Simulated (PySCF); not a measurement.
# C3H7B3N2O3, a rigid stack of rings: interaction energy, part 2 of 2

PySCF 2.14.0. Atoms count from 0, parts from 1. Earlier steps stand in the parts before.

### 5 Interaction energy: parallel, height 3.4, slip 0 Å, twist 60°

What the job is given:

```
{"job": {"kind": "inter", "xc": "PBE0", "basis": "def2-SVP", "disp": "d3bj"}, "charge": 0, "multiplicity": 1, "parts": [{"atoms": "0-8", "charge": 0, "multiplicity": 1}, {"atoms": "9-17", "charge": 0, "multiplicity": 1}]}
B     -1.235702    -0.570791     0.000187
O     -1.110753     0.783550    -0.000099
B      0.123414     1.355146    -0.000081
O      1.234159     0.570020     0.000174
B      1.112237    -0.784612    -0.000086
O     -0.123356    -1.353313    -0.000095
H     -2.297666    -1.061095    -0.000336
H      0.229671     2.520149     0.000320
H      2.067800    -1.459645     0.000517
C      1.113009     0.403133     3.400142
C      0.647876    -0.920888     3.399916
N     -0.668761    -0.960193     3.399987
N     -1.065016     0.308236     3.400110
C     -0.027107     1.169712     3.399846
H      2.128951     0.739077     3.400624
H      1.217126    -1.828619     3.399280
H     -2.048937     0.525256     3.401044
H     -0.169096     2.231586     3.399265
```

Level: PBE0-D3(BJ)/def2-SVP interaction energy, counterpoise and uncorrected, gas phase.

Standard output:

```text
part 1, own basis, geometry of the cluster: E = -301.7351984629 (as before)

part 2, own basis, geometry of the cluster
coarse grid: 7864 points
cycle   1  E = -225.7196260340  dE =  9.978e-01  |g| = 3.532e-01  |ddm| = 3.388e+00
cycle   2  E = -225.6913206019  dE =  2.831e-02  |g| = 5.060e-01  |ddm| = 9.090e-01
cycle   3  E = -225.7524787459  dE = -6.116e-02  |g| = 7.934e-02  |ddm| = 5.298e-01
cycle   4  E = -225.7537983280  dE = -1.320e-03  |g| = 2.875e-02  |ddm| = 9.371e-02
cycle   5  E = -225.7539905733  dE = -1.922e-04  |g| = 6.348e-03  |ddm| = 3.042e-02
cycle   6  E = -225.7539966374  dE = -6.064e-06  |g| = 3.515e-03  |ddm| = 7.648e-03
cycle   7  E = -225.7539993070  dE = -2.670e-06  |g| = 8.121e-04  |ddm| = 3.423e-03
final grid: 77096 points
cycle   8  E = -225.7793110056  dE = -1.871e-05  |g| = 5.462e-03  |ddm| = 1.855e-02
cycle   9  E = -225.7793101776  dE =  8.280e-07  |g| = 5.993e-03  |ddm| = 1.050e-02
cycle  10  E = -225.7793185215  dE = -8.344e-06  |g| = 9.738e-04  |ddm| = 5.504e-03
cycle  11  E = -225.7793187330  dE = -2.115e-07  |g| = 2.026e-04  |ddm| = 1.087e-03
cycle  12  E = -225.7793187419  dE = -8.909e-09  |g| = 5.352e-05  |ddm| = 2.215e-04
cycle  13  E = -225.7793187425  dE = -5.847e-10  |g| = 2.027e-05  |ddm| = 5.946e-05
converged SCF energy = -225.7793187425

part 1, own basis, relaxed alone: E = -301.7351936766 (as before)

part 2, own basis, relaxed alone: E = -225.7793131437 (as before)

cluster
final grid: 160464 points
cycle   1  E = -527.5193956139  dE = -4.937e-03  |g| = 2.169e-02  |ddm| = 7.357e-01
cycle   2  E = -527.5194171838  dE = -2.157e-05  |g| = 2.319e-02  |ddm| = 7.370e-02
cycle   3  E = -527.5195202651  dE = -1.031e-04  |g| = 6.911e-03  |ddm| = 2.672e-02
cycle   4  E = -527.5195298449  dE = -9.580e-06  |g| = 1.212e-03  |ddm| = 7.171e-03
cycle   5  E = -527.5195300743  dE = -2.294e-07  |g| = 8.236e-04  |ddm| = 2.325e-03
cycle   6  E = -527.5195302235  dE = -1.492e-07  |g| = 1.813e-04  |ddm| = 9.489e-04
cycle   7  E = -527.5195302303  dE = -6.858e-09  |g| = 4.826e-05  |ddm| = 1.990e-04
cycle   8  E = -527.5195302308  dE = -4.709e-10  |g| = 1.202e-05  |ddm| = 4.979e-05
converged SCF energy = -527.5195302308

part 1 in the basis of the cluster
final grid: 160464 points
cycle   1  E = -301.7365770774  dE = -1.379e-03  |g| = 3.181e-03  |ddm| = 4.644e-01
cycle   2  E = -301.7365810764  dE = -3.999e-06  |g| = 2.126e-03  |ddm| = 2.238e-02
cycle   3  E = -301.7365816667  dE = -5.903e-07  |g| = 1.138e-03  |ddm| = 2.688e-03
cycle   4  E = -301.7365819022  dE = -2.355e-07  |g| = 1.230e-04  |ddm| = 9.407e-04
cycle   5  E = -301.7365819049  dE = -2.702e-09  |g| = 4.398e-05  |ddm| = 1.281e-04
cycle   6  E = -301.7365819052  dE = -3.535e-10  |g| = 4.965e-06  |ddm| = 3.460e-05
converged SCF energy = -301.7365819052

part 2 in the basis of the cluster
final grid: 160464 points
cycle   1  E = -225.7813182823  dE = -1.999e-03  |g| = 6.603e-03  |ddm| = 3.623e-01
cycle   2  E = -225.7813339108  dE = -1.563e-05  |g| = 5.921e-03  |ddm| = 2.440e-02
cycle   3  E = -225.7813407958  dE = -6.885e-06  |g| = 2.615e-03  |ddm| = 7.825e-03
cycle   4  E = -225.7813421992  dE = -1.403e-06  |g| = 1.007e-03  |ddm| = 3.101e-03
cycle   5  E = -225.7813424544  dE = -2.552e-07  |g| = 8.884e-05  |ddm| = 1.041e-03
cycle   6  E = -225.7813424560  dE = -1.617e-09  |g| = 3.048e-05  |ddm| = 1.316e-04
cycle   7  E = -225.7813424563  dE = -2.192e-10  |g| = 1.055e-05  |ddm| = 3.927e-05
converged SCF energy = -225.7813424563

Interaction energy (kcal/mol)
  counterpoise       -4.289
  uncorrected        -6.427
  dispersion part    -3.281
  deformation        -0.007
  binding            -4.295

Decomposition of the uncorrected value (kcal/mol)
  electrostatic      -2.386
  Pauli               2.423
  orbital            -3.183
  dispersion         -3.281

Charge of each part in the cluster: -0.010 0.010
```

Run time: 38 s. Hardware: 1 thread of Intel Xeon 6975P-C, shared host; peak memory 0.64 GiB.

In short: -4.29 kcal/mol with counterpoise, basis-set superposition error 2.14.

### 6 Interaction energy: parallel, height 3.4, slip 0 Å, twist 90°

What the job is given:

```
{"job": {"kind": "inter", "xc": "PBE0", "basis": "def2-SVP", "disp": "d3bj"}, "charge": 0, "multiplicity": 1, "parts": [{"atoms": "0-8", "charge": 0, "multiplicity": 1}, {"atoms": "9-17", "charge": 0, "multiplicity": 1}]}
B     -1.235702    -0.570791     0.000187
O     -1.110753     0.783550    -0.000099
B      0.123414     1.355146    -0.000081
O      1.234159     0.570020     0.000174
B      1.112237    -0.784612    -0.000086
O     -0.123356    -1.353313    -0.000095
H     -2.297666    -1.061095    -0.000336
H      0.229671     2.520149     0.000320
H      2.067800    -1.459645     0.000517
C      0.762328     0.905628     3.400142
C      1.021521    -0.473574     3.399916
N     -0.099067    -1.165932     3.399987
N     -1.076449    -0.265568     3.400110
C     -0.608332     0.999447     3.399846
H      1.474187     1.704535     3.400624
H      1.968371    -0.975068     3.399280
H     -2.037060    -0.569583     3.401044
H     -1.262235     1.848062     3.399265
```

With the program's defaults for keys left out, this is: PBE0-D3(BJ)/def2-SVP interaction energy, counterpoise and uncorrected, gas phase.

Standard output:

```text
part 1, own basis, geometry of the cluster: E = -301.7351984629 (as before)

part 2, own basis, geometry of the cluster
coarse grid: 7864 points
cycle   1  E = -225.7195545660  dE =  9.976e-01  |g| = 3.536e-01  |ddm| = 3.387e+00
cycle   2  E = -225.6911044691  dE =  2.845e-02  |g| = 5.070e-01  |ddm| = 9.112e-01
cycle   3  E = -225.7524840911  dE = -6.138e-02  |g| = 7.930e-02  |ddm| = 5.308e-01
cycle   4  E = -225.7538018683  dE = -1.318e-03  |g| = 2.874e-02  |ddm| = 9.360e-02
cycle   5  E = -225.7539941393  dE = -1.923e-04  |g| = 6.337e-03  |ddm| = 3.046e-02
cycle   6  E = -225.7540002115  dE = -6.072e-06  |g| = 3.501e-03  |ddm| = 7.641e-03
cycle   7  E = -225.7540028581  dE = -2.647e-06  |g| = 8.117e-04  |ddm| = 3.403e-03
final grid: 77096 points
cycle   8  E = -225.7793074629  dE = -2.164e-05  |g| = 5.353e-03  |ddm| = 2.181e-02
cycle   9  E = -225.7793072563  dE =  2.067e-07  |g| = 5.656e-03  |ddm| = 1.036e-02
cycle  10  E = -225.7793148181  dE = -7.562e-06  |g| = 7.882e-04  |ddm| = 5.190e-03
cycle  11  E = -225.7793149516  dE = -1.335e-07  |g| = 2.646e-04  |ddm| = 9.013e-04
cycle  12  E = -225.7793149669  dE = -1.529e-08  |g| = 5.842e-05  |ddm| = 2.525e-04
cycle  13  E = -225.7793149676  dE = -6.595e-10  |g| = 2.817e-05  |ddm| = 7.551e-05
converged SCF energy = -225.7793149676

part 1, own basis, relaxed alone: E = -301.7351936766 (as before)

part 2, own basis, relaxed alone: E = -225.7793131437 (as before)

cluster
final grid: 160464 points
cycle   1  E = -527.5190254613  dE = -4.880e-03  |g| = 2.097e-02  |ddm| = 6.977e-01
cycle   2  E = -527.5190624658  dE = -3.700e-05  |g| = 2.074e-02  |ddm| = 7.166e-02
cycle   3  E = -527.5191440100  dE = -8.154e-05  |g| = 6.879e-03  |ddm| = 2.510e-02
cycle   4  E = -527.5191534611  dE = -9.451e-06  |g| = 1.202e-03  |ddm| = 7.017e-03
cycle   5  E = -527.5191537052  dE = -2.441e-07  |g| = 7.755e-04  |ddm| = 2.164e-03
cycle   6  E = -527.5191538354  dE = -1.302e-07  |g| = 1.801e-04  |ddm| = 8.866e-04
cycle   7  E = -527.5191538422  dE = -6.794e-09  |g| = 4.688e-05  |ddm| = 1.970e-04
cycle   8  E = -527.5191538426  dE = -4.391e-10  |g| = 1.323e-05  |ddm| = 5.113e-05
converged SCF energy = -527.5191538426

part 1 in the basis of the cluster
final grid: 160464 points
cycle   1  E = -301.7365465858  dE = -1.350e-03  |g| = 3.136e-03  |ddm| = 4.287e-01
cycle   2  E = -301.7365504816  dE = -3.896e-06  |g| = 2.057e-03  |ddm| = 2.028e-02
cycle   3  E = -301.7365510234  dE = -5.418e-07  |g| = 1.131e-03  |ddm| = 2.575e-03
cycle   4  E = -301.7365512556  dE = -2.322e-07  |g| = 1.249e-04  |ddm| = 9.163e-04
cycle   5  E = -301.7365512585  dE = -2.878e-09  |g| = 4.374e-05  |ddm| = 1.323e-04
cycle   6  E = -301.7365512589  dE = -3.492e-10  |g| = 5.469e-06  |ddm| = 3.439e-05
converged SCF energy = -301.7365512589

part 2 in the basis of the cluster
final grid: 160464 points
cycle   1  E = -225.7812272983  dE = -1.911e-03  |g| = 6.335e-03  |ddm| = 3.848e-01
cycle   2  E = -225.7812421484  dE = -1.485e-05  |g| = 5.430e-03  |ddm| = 2.323e-02
cycle   3  E = -225.7812479912  dE = -5.843e-06  |g| = 2.357e-03  |ddm| = 7.141e-03
cycle   4  E = -225.7812490810  dE = -1.090e-06  |g| = 1.021e-03  |ddm| = 2.878e-03
cycle   5  E = -225.7812493402  dE = -2.592e-07  |g| = 1.008e-04  |ddm| = 1.019e-03
cycle   6  E = -225.7812493423  dE = -2.063e-09  |g| = 3.161e-05  |ddm| = 1.319e-04
cycle   7  E = -225.7812493425  dE = -2.215e-10  |g| = 7.058e-06  |ddm| = 3.356e-05
converged SCF energy = -225.7812493425

Interaction energy (kcal/mol)
  counterpoise       -4.133
  uncorrected        -6.196
  dispersion part    -3.284
  deformation        -0.004
  binding            -4.137

Decomposition of the uncorrected value (kcal/mol)
  electrostatic      -2.178
  Pauli               2.409
  orbital            -3.143
  dispersion         -3.284

Charge of each part in the cluster: -0.010 0.010
```

It took 37 s on 1 thread of Intel Xeon 6975P-C, shared host; peak memory 0.64 GiB.

In short: -4.13 kcal/mol with counterpoise, basis-set superposition error 2.06.

### 7 Interaction energy: parallel, height 3.4, slip 1.5 Å, twist 120°

What the job is given:

```
{"job": {"kind": "inter", "xc": "PBE0", "basis": "def2-SVP", "disp": "d3bj"}, "charge": 0, "multiplicity": 1, "parts": [{"atoms": "0-8", "charge": 0, "multiplicity": 1}, {"atoms": "9-17", "charge": 0, "multiplicity": 1}]}
B     -1.235702    -0.570791     0.000187
O     -1.110753     0.783550    -0.000099
B      0.123414     1.355146    -0.000081
O      1.234159     0.570020     0.000174
B      1.112237    -0.784612    -0.000086
O     -0.123356    -1.353313    -0.000095
H     -2.297666    -1.061095    -0.000336
H      0.229671     2.520149     0.000320
H      2.067800    -1.459645     0.000517
C      1.707381     1.165461     3.400142
C      2.621450     0.100633     3.399916
N      1.997171    -1.059261     3.399987
N      0.700552    -0.768213     3.400110
C      0.473446     0.561381     3.399846
H      1.924416     2.213264     3.400624
H      3.692194     0.139752     3.399280
H      0.020646    -1.511803     3.401044
H     -0.517158     0.969351     3.399265
```

Method: PBE0-D3(BJ)/def2-SVP interaction energy, counterpoise and uncorrected, gas phase.

Standard output:

```text
part 1, own basis, geometry of the cluster: E = -301.7351984629 (as before)

part 2, own basis, geometry of the cluster
coarse grid: 7864 points
cycle   1  E = -225.7198743097  dE =  9.973e-01  |g| = 3.531e-01  |ddm| = 3.386e+00
cycle   2  E = -225.6916378385  dE =  2.824e-02  |g| = 5.058e-01  |ddm| = 9.089e-01
cycle   3  E = -225.7527193299  dE = -6.108e-02  |g| = 7.932e-02  |ddm| = 5.289e-01
cycle   4  E = -225.7540380580  dE = -1.319e-03  |g| = 2.871e-02  |ddm| = 9.362e-02
cycle   5  E = -225.7542300544  dE = -1.920e-04  |g| = 6.300e-03  |ddm| = 3.042e-02
cycle   6  E = -225.7542360459  dE = -5.992e-06  |g| = 3.488e-03  |ddm| = 7.606e-03
cycle   7  E = -225.7542386724  dE = -2.627e-06  |g| = 8.083e-04  |ddm| = 3.383e-03
final grid: 77096 points
cycle   8  E = -225.7793103654  dE = -1.844e-05  |g| = 5.556e-03  |ddm| = 1.920e-02
cycle   9  E = -225.7793094952  dE =  8.701e-07  |g| = 6.107e-03  |ddm| = 1.077e-02
cycle  10  E = -225.7793180974  dE = -8.602e-06  |g| = 1.053e-03  |ddm| = 5.640e-03
cycle  11  E = -225.7793183573  dE = -2.599e-07  |g| = 2.387e-04  |ddm| = 1.130e-03
cycle  12  E = -225.7793183696  dE = -1.230e-08  |g| = 6.058e-05  |ddm| = 2.288e-04
cycle  13  E = -225.7793183703  dE = -6.432e-10  |g| = 3.089e-05  |ddm| = 7.763e-05
converged SCF energy = -225.7793183703

part 1, own basis, relaxed alone: E = -301.7351936766 (as before)

part 2, own basis, relaxed alone: E = -225.7793131437 (as before)

cluster
final grid: 160464 points
cycle   1  E = -527.5175594875  dE = -3.983e-03  |g| = 2.880e-02  |ddm| = 5.720e-01
cycle   2  E = -527.5173041405  dE =  2.553e-04  |g| = 4.496e-02  |ddm| = 9.207e-02
cycle   3  E = -527.5177898415  dE = -4.857e-04  |g| = 5.161e-03  |ddm| = 4.868e-02
cycle   4  E = -527.5177954012  dE = -5.560e-06  |g| = 1.403e-03  |ddm| = 6.571e-03
cycle   5  E = -527.5177957594  dE = -3.582e-07  |g| = 6.433e-04  |ddm| = 1.648e-03
cycle   6  E = -527.5177958422  dE = -8.277e-08  |g| = 1.564e-04  |ddm| = 7.377e-04
cycle   7  E = -527.5177958468  dE = -4.552e-09  |g| = 5.339e-05  |ddm| = 1.698e-04
cycle   8  E = -527.5177958474  dE = -6.492e-10  |g| = 1.014e-05  |ddm| = 5.816e-05
converged SCF energy = -527.5177958474

part 1 in the basis of the cluster
final grid: 160464 points
cycle   1  E = -301.7362475436  dE = -1.049e-03  |g| = 2.595e-03  |ddm| = 3.005e-01
cycle   2  E = -301.7362506617  dE = -3.118e-06  |g| = 1.529e-03  |ddm| = 1.228e-02
cycle   3  E = -301.7362509171  dE = -2.555e-07  |g| = 9.915e-04  |ddm| = 1.866e-03
cycle   4  E = -301.7362510956  dE = -1.784e-07  |g| = 8.856e-05  |ddm| = 7.552e-04
cycle   5  E = -301.7362510971  dE = -1.501e-09  |g| = 3.117e-05  |ddm| = 9.428e-05
cycle   6  E = -301.7362510972  dE = -1.723e-10  |g| = 5.540e-06  |ddm| = 2.490e-05
converged SCF energy = -301.7362510972

part 2 in the basis of the cluster
final grid: 160464 points
cycle   1  E = -225.7810151587  dE = -1.696e-03  |g| = 5.978e-03  |ddm| = 3.432e-01
cycle   2  E = -225.7810290784  dE = -1.392e-05  |g| = 5.070e-03  |ddm| = 2.234e-02
cycle   3  E = -225.7810341391  dE = -5.061e-06  |g| = 2.258e-03  |ddm| = 6.702e-03
cycle   4  E = -225.7810351464  dE = -1.007e-06  |g| = 9.720e-04  |ddm| = 2.780e-03
cycle   5  E = -225.7810353807  dE = -2.342e-07  |g| = 9.188e-05  |ddm| = 9.625e-04
cycle   6  E = -225.7810353824  dE = -1.699e-09  |g| = 3.097e-05  |ddm| = 1.226e-04
cycle   7  E = -225.7810353826  dE = -2.272e-10  |g| = 7.559e-06  |ddm| = 3.861e-05
converged SCF energy = -225.7810353826

Interaction energy (kcal/mol)
  counterpoise       -3.129
  uncorrected        -4.867
  dispersion part    -2.809
  deformation        -0.006
  binding            -3.135

Decomposition of the uncorrected value (kcal/mol)
  electrostatic      -0.818
  Pauli               1.408
  orbital            -2.648
  dispersion         -2.809

Charge of each part in the cluster: -0.007 0.007
```

Run time: 34 s. Hardware: 1 thread of Intel Xeon 6975P-C, shared host; peak memory 0.62 GiB.

In short: -3.13 kcal/mol with counterpoise, basis-set superposition error 1.74.

### 8 Counterpoise and decomposition: parallel, height 3.4, slip 0 Å, twist 180°

What the job is given:

```
{"job": {"kind": "inter", "xc": "PBE0", "basis": "def2-SVP", "disp": "d3bj"}, "charge": 0, "multiplicity": 1, "parts": [{"atoms": "0-8", "charge": 0, "multiplicity": 1}, {"atoms": "9-17", "charge": 0, "multiplicity": 1}]}
B     -1.235702    -0.570791     0.000187
O     -1.110753     0.783550    -0.000099
B      0.123414     1.355146    -0.000081
O      1.234159     0.570020     0.000174
B      1.112237    -0.784612    -0.000086
O     -0.123356    -1.353313    -0.000095
H     -2.297666    -1.061095    -0.000336
H      0.229671     2.520149     0.000320
H      2.067800    -1.459645     0.000517
C     -0.905628     0.762328     3.400142
C      0.473574     1.021521     3.399916
N      1.165932    -0.099067     3.399987
N      0.265568    -1.076449     3.400110
C     -0.999447    -0.608332     3.399846
H     -1.704535     1.474187     3.400624
H      0.975068     1.968371     3.399280
H      0.569583    -2.037060     3.401044
H     -1.848062    -1.262235     3.399265
```

Level: PBE0-D3(BJ)/def2-SVP interaction energy, counterpoise and uncorrected, gas phase.

Standard output:

```text
part 1, own basis, geometry of the cluster: E = -301.7351984629 (as before)

part 2, own basis, geometry of the cluster
coarse grid: 7864 points
cycle   1  E = -225.7195545660  dE =  9.976e-01  |g| = 3.536e-01  |ddm| = 3.387e+00
cycle   2  E = -225.6911044691  dE =  2.845e-02  |g| = 5.070e-01  |ddm| = 9.112e-01
cycle   3  E = -225.7524840911  dE = -6.138e-02  |g| = 7.930e-02  |ddm| = 5.308e-01
cycle   4  E = -225.7538018683  dE = -1.318e-03  |g| = 2.874e-02  |ddm| = 9.360e-02
cycle   5  E = -225.7539941393  dE = -1.923e-04  |g| = 6.337e-03  |ddm| = 3.046e-02
cycle   6  E = -225.7540002115  dE = -6.072e-06  |g| = 3.501e-03  |ddm| = 7.641e-03
cycle   7  E = -225.7540028581  dE = -2.647e-06  |g| = 8.117e-04  |ddm| = 3.403e-03
final grid: 77096 points
cycle   8  E = -225.7793074629  dE = -2.164e-05  |g| = 5.353e-03  |ddm| = 2.181e-02
cycle   9  E = -225.7793072563  dE =  2.067e-07  |g| = 5.656e-03  |ddm| = 1.036e-02
cycle  10  E = -225.7793148181  dE = -7.562e-06  |g| = 7.882e-04  |ddm| = 5.190e-03
cycle  11  E = -225.7793149516  dE = -1.335e-07  |g| = 2.646e-04  |ddm| = 9.013e-04
cycle  12  E = -225.7793149669  dE = -1.529e-08  |g| = 5.842e-05  |ddm| = 2.525e-04
cycle  13  E = -225.7793149676  dE = -6.593e-10  |g| = 2.817e-05  |ddm| = 7.551e-05
converged SCF energy = -225.7793149676

part 1, own basis, relaxed alone: E = -301.7351936766 (as before)

part 2, own basis, relaxed alone: E = -225.7793131437 (as before)

cluster
final grid: 160464 points
cycle   1  E = -527.5193971138  dE = -4.937e-03  |g| = 2.171e-02  |ddm| = 7.357e-01
cycle   2  E = -527.5194183220  dE = -2.121e-05  |g| = 2.323e-02  |ddm| = 7.377e-02
cycle   3  E = -527.5195218616  dE = -1.035e-04  |g| = 6.929e-03  |ddm| = 2.681e-02
cycle   4  E = -527.5195315109  dE = -9.649e-06  |g| = 1.218e-03  |ddm| = 7.203e-03
cycle   5  E = -527.5195317427  dE = -2.317e-07  |g| = 8.273e-04  |ddm| = 2.329e-03
cycle   6  E = -527.5195318931  dE = -1.504e-07  |g| = 1.814e-04  |ddm| = 9.511e-04
cycle   7  E = -527.5195318999  dE = -6.858e-09  |g| = 4.838e-05  |ddm| = 1.991e-04
cycle   8  E = -527.5195319004  dE = -4.720e-10  |g| = 1.202e-05  |ddm| = 4.993e-05
converged SCF energy = -527.5195319004

part 1 in the basis of the cluster
final grid: 160464 points
cycle   1  E = -301.7365776433  dE = -1.379e-03  |g| = 3.176e-03  |ddm| = 4.645e-01
cycle   2  E = -301.7365816491  dE = -4.006e-06  |g| = 2.111e-03  |ddm| = 2.238e-02
cycle   3  E = -301.7365822293  dE = -5.802e-07  |g| = 1.134e-03  |ddm| = 2.677e-03
cycle   4  E = -301.7365824637  dE = -2.343e-07  |g| = 1.128e-04  |ddm| = 9.362e-04
cycle   5  E = -301.7365824659  dE = -2.269e-09  |g| = 4.204e-05  |ddm| = 1.214e-04
cycle   6  E = -301.7365824663  dE = -3.238e-10  |g| = 5.369e-06  |ddm| = 3.322e-05
converged SCF energy = -301.7365824663

part 2 in the basis of the cluster
final grid: 160464 points
cycle   1  E = -225.7813193893  dE = -1.999e-03  |g| = 6.627e-03  |ddm| = 3.624e-01
cycle   2  E = -225.7813348499  dE = -1.546e-05  |g| = 6.004e-03  |ddm| = 2.443e-02
cycle   3  E = -225.7813419485  dE = -7.099e-06  |g| = 2.627e-03  |ddm| = 7.905e-03
cycle   4  E = -225.7813433705  dE = -1.422e-06  |g| = 1.003e-03  |ddm| = 3.110e-03
cycle   5  E = -225.7813436237  dE = -2.531e-07  |g| = 8.931e-05  |ddm| = 1.039e-03
cycle   6  E = -225.7813436253  dE = -1.634e-09  |g| = 3.078e-05  |ddm| = 1.322e-04
cycle   7  E = -225.7813436255  dE = -2.216e-10  |g| = 1.066e-05  |ddm| = 3.970e-05
converged SCF energy = -225.7813436255

Interaction energy (kcal/mol)
  counterpoise       -4.289
  uncorrected        -6.427
  dispersion part    -3.281
  deformation        -0.004
  binding            -4.293

Decomposition of the uncorrected value (kcal/mol)
  electrostatic      -2.386
  Pauli               2.423
  orbital            -3.183
  dispersion         -3.281

Charge of each part in the cluster: -0.010 0.010
```

Run time: 35 s. Hardware: 1 thread of Intel Xeon 6975P-C, shared host; peak memory 0.64 GiB.

Counterpoise interaction energy: -4.29 kcal/mol.

### 9 Side by side

Energies in kcal/mol, with wall time:

| run | counterpoise | BSSE | electrostatic | Pauli | orbital | dispersion | time |
| --- | --- | --- | --- | --- | --- | --- | --- |
| parallel, height 3.4, slip 0 Å, twist 0° | -4.42 | 2.13 | -2.43 | 2.42 | -3.26 | -3.28 | 41 s |
| parallel, height 3.4, slip 0 Å, twist 15° | -4.56 | 2.17 | -2.58 | 2.42 | -3.30 | -3.28 | 36 s |
| parallel, height 3.4, slip 1.5 Å, twist 30° | -4.07 | 1.83 | -1.47 | 1.17 | -2.91 | -2.69 | 34 s |
| parallel, height 3.4, slip 0 Å, twist 60° | -4.29 | 2.14 | -2.39 | 2.42 | -3.18 | -3.28 | 38 s |
| parallel, height 3.4, slip 0 Å, twist 90° | -4.13 | 2.06 | -2.18 | 2.41 | -3.14 | -3.28 | 37 s |
| parallel, height 3.4, slip 1.5 Å, twist 120° | -3.13 | 1.74 | -0.82 | 1.41 | -2.65 | -2.81 | 34 s |
| parallel, height 3.4, slip 0 Å, twist 180° | -4.29 | 2.14 | -2.39 | 2.42 | -3.18 | -3.28 | 35 s |

### 10 Results

What follows sums up all 2 parts.

| quantity | value |
| --- | --- |
| range of the interaction energy over the runs of this table | -4.56 to -3.13 kcal/mol |

**Reading.** The interaction energy runs from -4.56 (parallel, height 3.4, slip 0 Å, twist 15°) to -3.13 kcal/mol (parallel, height 3.4, slip 1.5 Å, twist 120°); the stacks are rigid, not relaxed.
